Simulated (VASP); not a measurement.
A run of VASP 6.6.1 is set up as follows.

POSCAR

```
KI
1.0
    0.0000000000      3.8288834055      2.9865290563
    3.8288834055      0.0000000000      2.9865290563
    3.8288834055      3.8288834055      0.0000000000
K I
1 1
Direct
    0.0000000000      0.0000000000      0.0000000000
    0.5000000000      0.5000000000      0.5000000000
```

File INCAR.step1:

```
  ALGO = Normal
  EDIFF = 1E-4
  ENCUT = 520
  GGA = PE
  ISMEAR = 0
  LASPH = T
  LCHARG = F
  LREAL = F
  LWAVE = T
  NBANDS = 15
  NELM = 100
  PREC = Accurate
  SIGMA = 0.05
```

The input INCAR.step2:

```
  ALGO = Normal
  EDIFF = 1E-7
  ENCUT = 520
  ISIF = 2
  ISMEAR = 0
  ISTART = 1
  LASPH = T
  LCHARG = F
  LMIXTAU = T
  LREAL = F
  LWAVE = F
  METAGGA = R2SCAN
  NBANDS = 15
  NELM = 100
  PREC = Accurate
  SIGMA = 0.05
```

File KPOINTS:

```
k-points
0
Gamma
  6 6 6
```

Potentials or basis: VASP PAW PBE potentials, release 64 (K_sv, I).

Launch:

```console
$ cat potpaw_PBE.64/K_sv/POTCAR potpaw_PBE.64/I/POTCAR > POTCAR
$ cp INCAR.step1 INCAR
$ mpirun -np 1 vasp_std > vasp.out
$ cp INCAR.step2 INCAR
$ mpirun -np 1 vasp_std > vasp.out
```

Predict the pressure.

3.5 GPa.

Estimate the band gap on the k mesh.

4.18 eV, direct.

Stress tensor (GPa, compression positive):
```
-1.16  0.00  0.00
 0.00 -1.16  0.00
 0.00  0.00 12.77
```

Caveat: the PAW data sets were made with another functional, which shifts forces and pressure a little; spin-orbit coupling is left out, which moves the levels of the heavy elements. r2SCAN opens gaps a little over a GGA but as a rule still falls short of measured ones.
